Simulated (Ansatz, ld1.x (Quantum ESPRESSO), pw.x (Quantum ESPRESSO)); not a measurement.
Equation-of-state test of one TM potential (manganese)

ld1.x (Quantum ESPRESSO) 7.5 input, shortened:

```
&input
   title='Mn', zed=25., rel=1, dft='PW', iswitch=3,
   config='[Ar] 3d5 4s2 4p0'
 /
 &inputp
   pseudotype=2, tm=.true., lloc=-1, rcloc=1.48,
   nlcc=.true.
 /
3
4S  1  0   2.00   0.00  2.55  2.55  0.0
4P  2  1   0.00   0.00  2.95  2.95  0.0
3D  3  2   5.00   0.00  2.00  2.00  0.0
 &test
   configts(1)='3d5 4s2 4p0'
 /
```

Atomic tests: cutoffs needed: 70 Ry and 110 Ry (the cutoffs (Ry, on a coarse ladder) from which the occupation-weighted sum of valence levels, in a spherical-Bessel basis at the reference potential, stays within 10 and 1 mRy of its value at 400 Ry); ghost test: ghost state, extra bound levels that the all-electron valence spectrum of the same l lacks: s at -35.0 eV; a true bound ghost makes a file unfit for plane-wave use (spherical-Bessel basis up to 400 Ry, 20 bohr box); configuration tests: 1 of 9 tests not solved or not reliable.

Crystal test: bcc Mn in pw.x 7.5, no spin, 17³ k-points, Fermi–Dirac smearing 0.01 Ry, cutoffs 135/540 Ry. The reference is all-electron LAPW (Ansatz 0.2.0) with the same functional, mesh and smearing; V0 and B0 come from Birch–Murnaghan fits to the pressures at five volumes. Errors are pseudo minus all-electron; Δ is the rms difference of the E(V) curves that follow from these fits, minima aligned, over ±6 % about the mean V0. Mesh and smearing are coarse, so the numbers serve the comparison and aren't converged zero-temperature values; the lattice is a test structure that the element need not adopt. Spin polarisation and strong correlation are left out, which matters for this element.

All-electron: a0 = 2.727 Å (V0 = 10.14 Å³/atom), B0 = 324.0 GPa.

Q: How far does the potential miss the all-electron equation of state?

A: mean pressure error (GPa): +46.46. The pressure does not cross zero within the volumes sampled, so no fit is given. The largest radius (2.95 bohr) exceeds half the bond length (2.23 bohr), so the spheres overlap, which is one possible source of error among others. This is a poor potential for the solid. Note: ghost state, extra bound levels that the all-electron valence spectrum of the same l lacks: s at -35.0 eV. A true bound ghost makes a file unfit for plane-wave use. Atomic configuration tests: 1 of 9 tests not solved or not reliable.

```tsv
V (Å³/atom)	P all-electron (GPa)	P pseudo (GPa)
9.631	18.89	72.76
9.885	8.92	58.95
10.138	0.21	46.52
10.391	-7.39	35.35
10.645	-14.02	25.34
```

Q: At the middle volume, how do free energy and pressure move when the wave cutoff is lowered (ecutrho kept at four times it)?

A:

```
cutoff (Ry)  shift of F (meV/atom)  shift of P (GPa)
         61                  +52.2             -6.71
         81                  +10.8             +0.05
        108                   +4.3             -0.21
```

The run at the middle volume (165 k-points, 9 iterations) took about 36 s on one core of a shared host (Neoverse-V2, 192 threads, 742 GiB, load 31).
